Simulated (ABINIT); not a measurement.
Wanted: the native input for an ABINIT 10.8.3 (patched build) run.

| Property | Result |
| --- | --- |
| Task | band structure |
| Functional | HLE16 |
| Potentials or basis | JTH PAW PBE v2.0 |
| Cutoff | 544 eV |
| k mesh | 8 × 8 × 8 |
| Occupations | fermi-dirac, width 0.05 eV |
| Spin | no spin polarisation |
| Fine-grid cutoff | 1088.46 eV |
| Exchange and correlation inside the PAW spheres | full angular mesh (pawxcdev 0, this build's default; the released program takes 1) |

Crystal: PbS (Galena).

```
Pb S
1.0
     0.00000    2.96575    2.96575
     2.96575    0.00000    2.96575
     2.96575    2.96575    0.00000
Pb S
1 1
Direct
  0.00000 0.00000 0.00000
  0.50000 0.50000 0.50000
```

One way to write it, as run:

run.abi

```
# Datasets: ground state, then fixed potential
ndtset 2

# Pseudopotentials
pp_dirpath "./"
pseudos "Pb.GGA_PBE-JTH.xml, S.GGA_PBE-JTH.xml"

# Structure
acell 7.9258966301 7.9258966301 7.9258966301
rprim
     0.0000000000     0.7071067812     0.7071067812
     0.7071067812     0.0000000000     0.7071067812
     0.7071067812     0.7071067812     0.0000000000
ntypat 2
znucl 82 16
natom 2
typat 1 2
xred
     0.0000000000     0.0000000000     0.0000000000
     0.5000000000     0.5000000000     0.5000000000

# Plane-wave basis
ecut 20.0
pawecutdg 40.0

# Exchange and correlation
ixc -545

# Bands and occupations
occopt 3
tsmear 0.05 eV

# SCF cycle
nstep 100

# Output
iomode 3
prtwf 0
prteig 0
prtebands 0
enunit 1
prtden1 1

# Dataset 1
kptopt1 1
ngkpt1 8 8 8
nshiftk1 1
shiftk1 0.0 0.0 0.0
nband1 14
tolvrs1 1.0e-9

# Dataset 2: bands along G-X-W-K-G-L-U-W-L-K
iscf2 -2
getden2 1
nband2 18
nbdbuf2 2
tolwfr2 1.0e-12
kptopt2 -9
ndivsm2 8
prteig2 1
kptbounds2
     0.0000000000     0.0000000000     0.0000000000
     0.5000000000     0.0000000000     0.5000000000
     0.5000000000     0.2500000000     0.7500000000
     0.3750000000     0.3750000000     0.7500000000
     0.0000000000     0.0000000000     0.0000000000
     0.5000000000     0.5000000000     0.5000000000
     0.6250000000     0.2500000000     0.6250000000
     0.5000000000     0.2500000000     0.7500000000
     0.5000000000     0.5000000000     0.5000000000
     0.3750000000     0.3750000000     0.7500000000
```

Potentials or basis: JTH PAW PBE v2.0.

The run is started by

```console
$ abinit run.abi > log 2>&1
```

It gave:

```yaml
Band_gap_on_the_k_mesh: 1.61 eV, direct
Valence_electrons_inside_the_program's_atomic_spheres: Pb 11.48; S 3.77
```

Caveat: the potentials were made for a functional far from this one; spin-orbit coupling is left out, which as a rule narrows the gap of such compounds by several tenths of an eV.

Run time: 100 s on 1 thread of Arm Neoverse V2 (shared host), peak memory 0.17 GiB.
